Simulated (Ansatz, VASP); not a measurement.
# Ga2SbAs in two plane-wave programs, part 2 of 3

Wanted: the spread between two codes on one cell, functional and k mesh. The cell is taken from a series of runs on this material, whose earlier steps may have relaxed, scaled, displaced or heated it; both programs get it as it stands.

VASP 6.6.1 and Ansatz 0.2.0.

So far: The structure; Ansatz: relaxation of cell and atoms, PBEsol, pair 1.

**3. VASP: relaxation of cell and atoms, PBEsol, pair 1**

Level of this step: PBEsol; plane waves and PAW (Ga_d, As, Sb) (VASP).

The same cell, functional, mesh and smearing now go to VASP, with its own data sets.

Lines of VASP's logs that name or quote its potential files are left out, and so is its time.

INCAR

```
SYSTEM = Ga2SbAs
PREC = Accurate
ENCUT = 500
EDIFF = 1E-07
NELM = 120
ISMEAR = -1
SIGMA = 0.02
LREAL = .FALSE.
ALGO = Normal
GGA = PS
NBANDS = 66
LORBIT = 11
LWAVE = .FALSE.
LCHARG = .FALSE.
ISIF = 3
IBRION = 2
NSW = 80
EDIFFG = -0.005
LASPH = .TRUE.
GGA_COMPAT = .FALSE.
NELMIN = 4
KPAR = 4
```

POSCAR

```
Ga2SbAs
1.0
    4.1619240000      0.0000000000      0.0000000000
    0.0000000000      4.1619240000      0.0000000000
    0.0000000000      0.0000000000     17.6850190000
Ga As Sb
6 3 3
Direct
    0.0000000000      0.0000000000      0.0449483826
    0.5000000000      0.5000000000      0.1984881667
    0.0000000000      0.0000000000      0.3520278943
    0.5000000000      0.5000000000      0.5055676220
    0.0000000000      0.0000000000      0.6853612088
    0.5000000000      0.5000000000      0.8651547957
    0.5000000000      0.0000000000      0.1217182747
    0.0000000000      0.5000000000      0.2752580023
    0.5000000000      0.0000000000      0.4287977299
    0.0000000000      0.5000000000      0.5954644437
    0.5000000000      0.0000000000      0.7752580305
    0.0000000000      0.5000000000      0.9550516174
```

KPOINTS

```
Automatic mesh
0
Gamma
6 6 2
0 0 0
```

The projector-augmented-wave data sets are Ga_d, As and Sb (PBE family, release 64).

Launch:

```bash
$ mpirun -np 4 vasp_std
```

Numbers of over 12 decimals in the logs are rounded to 6 here.

Log:

```text
[banner, memory and clock lines left out]
running    4 mpi-ranks, on    1 nodes
 distrk:  each k-point on    1 cores,    4 groups
 distr:  one band on    1 cores,    1 groups

 POSCAR found type information on POSCAR GaAsSb
 POSCAR found :  3 types and      12 ions
|                                                                             |
|               ----> ADVICE to this user running VASP <----                  |
|                                                                             |
|     You enforced a specific xc type in the INCAR file but a different       |
|     [... a line on the potential file left out ...]
|     I HOPE YOU KNOW WHAT YOU ARE DOING!                                     |
|                                                                             |

 LDA part: xc-table for (Slater+PW92), standard interpolation
 POSCAR, INCAR and KPOINTS ok, starting setup
 FFT: planning ... GRIDC
 FFT: planning ... GRID_SOFT
 FFT: planning ... GRID
 WAVECAR not read
 entering main loop
       N       E                     dE             d eps       ncg     rms          rms(c)
DAV:   1     0.100127510909E+04    0.10013E+04   -0.45094E+04  2826   0.216E+03
DAV:   2     0.129574910026E+03   -0.87170E+03   -0.84323E+03  2816   0.602E+02
DAV:   3    -0.388496888994E+02   -0.16842E+03   -0.16023E+03  3148   0.183E+02
DAV:   4    -0.516930088979E+02   -0.12843E+02   -0.12667E+02  3174   0.498E+01
DAV:   5    -0.522472999982E+02   -0.55429E+00   -0.55244E+00  3388   0.108E+01    0.761E+00
DAV:   6    -0.515311262726E+02    0.71617E+00   -0.12660E+00  3786   0.108E+01    0.451E+00
DAV:   7    -0.513721373249E+02    0.15899E+00   -0.77589E-01  3100   0.399E+00    0.743E-01
DAV:   8    -0.513670226789E+02    0.51146E-02   -0.14768E-01  3176   0.333E+00    0.258E-01
DAV:   9    -0.513684775140E+02   -0.14548E-02   -0.17078E-02  3430   0.957E-01    0.970E-02
DAV:  10    -0.513687771200E+02   -0.29961E-03   -0.19665E-03  3468   0.347E-01    0.657E-02
DAV:  11    -0.513689215696E+02   -0.14445E-03   -0.30972E-04  3320   0.132E-01    0.227E-02
DAV:  12    -0.513689678166E+02   -0.46247E-04   -0.85248E-05  2994   0.117E-01    0.571E-03
DAV:  13    -0.513689704381E+02   -0.26215E-05   -0.21482E-05  3636   0.267E-02    0.473E-03
DAV:  14    -0.513689710616E+02   -0.62352E-06   -0.31892E-06  2968   0.138E-02    0.159E-03
DAV:  15    -0.513689712894E+02   -0.22780E-06   -0.10850E-06  3392   0.911E-03    0.908E-04
DAV:  16    -0.513689713198E+02   -0.30343E-07   -0.12002E-07  1928   0.219E-03
   1 F= -.51368971E+02 E0= -.51368472E+02  d E =-.513690E+02
[... from here on, the cycles between the ionic steps are left out ...]
   2 F= -.51371924E+02 E0= -.51371432E+02  d E =-.295316E-02
   3 F= -.51372760E+02 E0= -.51372273E+02  d E =-.378853E-02
   5 F= -.51373917E+02 E0= -.51373382E+02  d E =-.115687E-02
   6 F= -.51374434E+02 E0= -.51373900E+02  d E =-.516795E-03
   7 F= -.51374895E+02 E0= -.51374364E+02  d E =-.978170E-03
   8 F= -.51374912E+02 E0= -.51374381E+02  d E =-.995447E-03
   9 F= -.51375377E+02 E0= -.51374842E+02  d E =-.464460E-03
  10 F= -.51375494E+02 E0= -.51374957E+02  d E =-.581983E-03
  11 F= -.51375504E+02 E0= -.51374966E+02  d E =-.591933E-03
  12 F= -.51375530E+02 E0= -.51375009E+02  d E =-.258819E-04
  13 F= -.51375560E+02 E0= -.51375032E+02  d E =-.557905E-04
  14 F= -.51375560E+02 E0= -.51375032E+02  d E =-.557297E-04
 curvature:  -0.90 expect dE=-0.110E-04 dE for cont linesearch -0.136E-06
 ZBRENT: accuracy reached
 trial: gam= 0.18360 g(F)=  0.476E-05 g(S)=  0.744E-05 ort =-0.468E-05 (trialstep = 0.189E+01)
 search vector abs. value=  0.154E-04
 bond charge predicted
       N       E                     dE             d eps       ncg     rms          rms(c)
DAV:   1    -0.513756478549E+02   -0.87989E-04   -0.35894E-03  3426   0.405E-01    0.635E-02
DAV:   2    -0.513755844256E+02    0.63429E-04   -0.48019E-04  3370   0.192E-01    0.287E-02
DAV:   3    -0.513755649721E+02    0.19454E-04   -0.55336E-05  4076   0.465E-02    0.763E-03
DAV:   4    -0.513755634333E+02    0.15388E-05   -0.90541E-06  2942   0.207E-02    0.165E-03
DAV:   5    -0.513755634299E+02    0.33906E-08   -0.72462E-07  3114   0.101E-02
  15 F= -.51375563E+02 E0= -.51375033E+02  d E =-.360583E-05
 trial-energy change:   -0.000004  1 .order   -0.000000   -0.000021    0.000021
 step:   1.1708(harm=  0.9458)  dis= 0.00055  next Energy=   -51.375567 (dE=-0.749E-05)
 reached required accuracy - stopping structural energy minimisation
```

Parts of OUTCAR (step 3):

```text
ion  position               nearest neighbor table
   1  0.000  0.000  0.045-   7 2.48   7 2.48  12 2.62  12 2.62
   2  0.500  0.500  0.198-   8 2.48   8 2.48   7 2.48   7 2.48
   3  0.000  0.000  0.352-   9 2.48   9 2.48   8 2.48   8 2.48
   4  0.500  0.500  0.506-   9 2.48   9 2.48  10 2.62  10 2.62
   5  0.000  0.000  0.685-  10 2.62  10 2.62  11 2.62  11 2.62
   6  0.500  0.500  0.865-  11 2.62  11 2.62  12 2.62  12 2.62
   7  0.500  0.000  0.122-   2 2.48   2 2.48   1 2.48   1 2.48
   8  0.000  0.500  0.275-   2 2.48   2 2.48   3 2.48   3 2.48
   9  0.500  0.000  0.429-   3 2.48   3 2.48   4 2.48   4 2.48
  10  0.000  0.500  0.595-   5 2.62   5 2.62   4 2.62   4 2.62
  11  0.500  0.000  0.775-   6 2.62   6 2.62   5 2.62   5 2.62
  12  0.000  0.500  0.955-   1 2.62   1 2.62   6 2.62   6 2.62

  LATTYP: Found a simple tetragonal cell.
 ALAT       =     4.1619240000
 C/A-ratio  =     4.2492412163

 Subroutine GETGRP returns: Found  8 space group operations
 (whereof  4 operations were pure point group operations)

The static configuration has the point symmetry C_2v.
 The point group associated with its full space group is D_2d.

 Found     20 irreducible k-points:

   k-points           NKPTS =     20   k-points in BZ     NKDIM =     20   number of bands    NBANDS=     66

   dimension x,y,z NGX =    30 NGY =   30 NGZ =  140
   dimension x,y,z NGXF=    60 NGYF=   60 NGZF=  280

   ENCUT  =  500.0 eV  36.75 Ry    6.06 a.u.   7.59  7.59 32.24*2*pi/ulx,y,z

   NELECT =     108.0000    total number of electrons

 k-points in reciprocal lattice and weights: Automatic mesh
   0.00000000  0.00000000  0.00000000       0.014
   0.16666667  0.00000000  0.00000000       0.056
   0.33333333  0.00000000  0.00000000       0.056
   0.50000000  0.00000000  0.00000000       0.028
   0.16666667  0.16666667  0.00000000       0.056
   0.33333333  0.16666667  0.00000000       0.111
   0.50000000  0.16666667  0.00000000       0.056
   0.33333333  0.33333333  0.00000000       0.056
   0.50000000  0.33333333  0.00000000       0.056
[...]
0.50000000  0.33333333  0.50000000       0.056
   0.50000000  0.50000000  0.50000000       0.014

 average (electrostatic) potential at core
       1 -65.8496       2 -65.9224       3 -65.9224       4 -65.8496       5 -65.7788
       6 -65.7788       7 -49.9541       8 -49.9176       9 -49.9541      10 -87.6492
      11 -87.6867      12 -87.6492

 E-fermi :   4.4582

 k-point     1 :       0.0000    0.0000    0.0000
  band No.  band energies     occupation
    ...
     51       3.4214      2.00000
     52       4.3072      1.99895
     53       4.4172      1.77218
     54       4.4523      1.14584
     55       4.4523      1.14574
     56       5.1823      0.00000
     57       5.2770      0.00000
     58       5.6759      0.00000
     59       5.6871      0.00000
     60       6.2904      0.00000
    ...

 k-point     2 :       0.1667    0.0000    0.0000
  band No.  band energies     occupation
    ...
     50       3.3721      2.00000
     51       3.3927      2.00000
     52       3.4903      2.00000
     53       3.6325      2.00000
     54       4.3609      1.98467
     55       5.4761      0.00000
     56       5.7204      0.00000
     57       5.8153      0.00000
     58       6.1485      0.00000
     59       6.2121      0.00000
    ...

 k-point     3 :       0.3333    0.0000    0.0000
  band No.  band energies     occupation
    ...
     50       3.1885      2.00000
     51       3.3924      2.00000
     52       3.3978      2.00000
     53       3.5979      2.00000
     54       4.0629      2.00000
     55       5.0059      0.00000
     56       5.0626      0.00000
     57       5.8562      0.00000
     58       6.2938      0.00000
     59       6.4033      0.00000
    ...

  Total        0.0408347      0.0408347      0.0269642      0.0000000      0.0000000      0.0000000
  in kB        0.2131669      0.2131669      0.1407593      0.0000000      0.0000000      0.0000000
  external PRESSURE =       0.1890311 kB  Pullay stress =       0.0000000 kB

  energy-cutoff  :      500.00
  volume of cell :      306.92
      direct lattice vectors                 reciprocal lattice vectors
     4.174717446  0.000000000  0.000000000     0.239537169  0.000000000  0.000000000
     0.000000000  4.174717446  0.000000000     0.000000000  0.239537169  0.000000000
     0.000000000  0.000000000 17.610272183     0.000000000  0.000000000  0.056785039

 POSITION                                       TOTAL-FORCE (eV/Angst)
 -----------------------------------------------------------------------------------
      0.00000      0.00000      0.76179         0.000000      0.000000     -0.000795
      2.08736      2.08736      3.48850         0.000000      0.000000     -0.004779
      0.00000      0.00000      6.20624         0.000000      0.000000      0.004779
      2.08736      2.08736      8.93295         0.000000      0.000000      0.000795
      0.00000      0.00000     12.07901         0.000000      0.000000     -0.000133
      2.08736      2.08736     15.22600         0.000000      0.000000      0.000133
      2.08736      0.00000      2.12474         0.000000      0.000000      0.003682
      0.00000      2.08736      4.84737         0.000000      0.000000     -0.000000
      2.08736      0.00000      7.56999         0.000000      0.000000     -0.003682
      0.00000      2.08736     10.50999         0.000000      0.000000     -0.000954
      2.08736      0.00000     13.65250         0.000000      0.000000     -0.000000
      0.00000      2.08736     16.79502         0.000000      0.000000      0.000954
 -----------------------------------------------------------------------------------
    total drift:                                0.000000      0.000000     -0.000455

  FREE ENERGIE OF THE ION-ELECTRON SYSTEM (eV)
  ---------------------------------------------------
  free  energy   TOTEN  =       -51.3755634299 eV

  energy  without entropy=      -51.3745017598  energy(sigma->0) =      -51.37503259

 reached required accuracy - stopping structural energy minimisation

 total charge
# of ion       s       p       d       tot
------------------------------------------
    1        0.897   0.776   9.976  11.649
    2        0.887   0.748   9.985  11.621
    3        0.887   0.748   9.985  11.621
    4        0.897   0.776   9.976  11.649
    5        0.908   0.806   9.967  11.681
    6        0.908   0.806   9.967  11.681
    7        1.220   1.544   0.028   2.792
    8        1.219   1.552   0.028   2.799
    9        1.220   1.544   0.028   2.792
   10        1.127   1.369   0.029   2.525
   11        1.127   1.363   0.030   2.520
   12        1.127   1.369   0.029   2.525
--------------------------------------------------
tot         12.423  13.400  60.031  85.855

[... 3 further parts left out ...]
```

CONTCAR:

```
Ga2SbAs
   1.00000000000000
     4.1747174457893035    0.0000000000000000    0.0000000000000000
     0.0000000000000000    4.1747174457893035    0.0000000000000000
     0.0000000000000000    0.0000000000000000   17.6102721831025875
  Ga              As              Sb
     6     3     3
Direct
     0.0000000000000000    0.0000000000000000    0.0432583513404557
     0.5000000000000000    0.5000000000000000    0.1980947384387384
     0.0000000000000000    0.0000000000000000    0.3524213225612647
     0.5000000000000000    0.5000000000000000    0.5072576532595430
     0.0000000000000000    0.0000000000000000    0.6859070420282877
     0.5000000000000000    0.5000000000000000    0.8646089624717163
     0.5000000000000000    0.0000000000000000    0.1206536187715329
     0.0000000000000000    0.5000000000000000    0.2752580022999993
     0.5000000000000000    0.0000000000000000    0.4298623858284658
     0.0000000000000000    0.5000000000000000    0.5968099369950514
     0.5000000000000000    0.0000000000000000    0.7752580304999981
     0.0000000000000000    0.5000000000000000    0.9537061241049537
```

The run keeps the 8 symmetry operations of its start, so it cannot find a distortion of lower symmetry.

**4. Comparison**

Known differences besides the potentials themselves: the data sets hold 168 valence electrons in Ansatz (on its PAW soft_1 files) and 108 in VASP; the cutoff is 420 eV in Ansatz and 500 eV in VASP; Ansatz makes its cores anew for this functional, VASP keeps those of its PBE data sets; Ansatz adds a Pulay correction to the stress that steers its cell, VASP none. Total energies have different zeros and are not compared.

The two programs side by side:

| quantity | Ansatz | VASP | difference |
| --- | --- | --- | --- |
| volume (Å³) | 306.22 | 306.92 | -0.23 % |
| edge a after relaxation, in the typed setting (Å) | 4.172 | 4.175 | -0.06 % |
| edge c after relaxation, in the typed setting (Å) | 17.591 | 17.610 | -0.11 % |

[end of part 2 of 3]

[Lines on the potential files, build, host, timing and source positions are cut from VASP's logs without a mark.]

[Logs are printed without paths, hosts, clocks, repeated set-up lines and the standing remarks that a program may print on its own settings, such as how far it seeks lower states.]

[Hosts, paths, dates, database ids (printed as entryN), source tags and the programs' standing remarks are cut or masked in the printed files.]
